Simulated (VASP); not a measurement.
The system is BaTiO3.

```xyz
5
Lattice="4.0060 0.0000 0.0000 0.0000 4.0060 0.0000 0.0000 0.0000 4.0060" Properties=species:S:1:pos:R:3 pbc="T T T"
Ba    2.0030    2.0030    2.0030
Ti    0.0000    0.0000    0.0000
O     0.0000    0.0000    2.0030
O     0.0000    2.0030    0.0000
O     2.0030    0.0000    0.0000
```

Program: VASP 6.6.1. Alike in all runs: task band structure; potentials or basis VASP PAW PBE potentials, release 64 (Ba_sv, Ti_sv, O); no spin polarisation; cell as given; k mesh 4 × 4 × 4; cutoff (eV) 520; smearing gaussian 0.02 eV.

Task: Order these runs on this cell by their band gap on the k mesh, lowest first.
A. level HSE03
B. level PBE0; exchange at q = 0 truncated
C. level HSE06; screening parameter 0.2 1/A
D. level r2SCAN-EpsX; exchange at q = 0 truncated; share of exact exchange 0.1483

Result: A (2.88 eV), C (3.14 eV), D (3.32 eV), B (3.86 eV).

Caveats: spin-orbit coupling is left out, which moves the levels of the heavy elements.

Runs at the PBE level aren't shown here.
